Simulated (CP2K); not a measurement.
Runs of CP2K 2026.2 on LiH. Symmetry: Fm-3m, No. 225, cubic system. The conventional cell has a = 4.073 Å, b = 4.073 Å, c = 4.073 Å, α = 90.00°, β = 90.00°, γ = 90.00°. Li (site symmetry m-3m) has 6 H at 2.04 Å as nearest neighbours. H (site symmetry m-3m) is surrounded by 6 Li at 2.04 Å. 

| level | potentials or basis | smearing | EPS_DEFAULT | NGRIDS | points a segment of the path (NPOINTS) | bands added on the path | CUTOFF of the grids | gap on the mesh (eV) | pressure (GPa) |
| --- | --- | --- | --- | --- | --- | --- | --- | --- | --- |
| LDA | GTH_POTENTIALS Li GTH-PADE-q3, H GTH-PADE-q1; TZVP-MOLOPT-PBE-GTH basis | fermi-dirac 0.0259 eV | 1.0E-10 | 5 | 8 | 6 | 550 Ry | 3.02 | (a) |
| PBEsol | POTENTIAL_UZH Li GTH-PBE-q3, H GTH-PBE-q1; TZVP-MOLOPT-PBE-GTH basis | fermi-dirac 0.01 eV | 1.0E-9 | 4 | 10 | 2 | 550 Ry | 3.18 | -2.2 |
| TB-mBJ | POTENTIAL_UZH Li GTH-PBE-q3, H GTH-PBE-q1; TZVP-MOLOPT-PBE-GTH basis | fermi-dirac 0.05 eV | 1.0E-10 | 5 | 10 | 2 | 800 Ry | 4.15 | - |
| r2SCAN | POTENTIAL_UZH Li GTH-SCAN-q3, H GTH-SCAN-q1; TZVP-MOLOPT-SCAN-GTH basis | fermi-dirac 0.0259 eV | 1.0E-9 | 4 | 8 | 4 | 800 Ry | (b) | -1.3 |

Alike in all rows: task band structure; no spin polarisation; cell as given; k mesh 11 × 11 × 11.

Problem. Fill in the values left out.

Solution. (a) -4.0; (b) 3.94.

Caveats: the mesh misses the band edges, which the band path finds closer together; the basis of atomic orbitals isn't converged, which shifts pressures, moduli and gaps; the potentials were made for another functional, which shifts forces and pressure (some runs); this is a model potential without an energy functional, so only levels have meaning (some runs).

Runs at the PBE level aren't shown here.
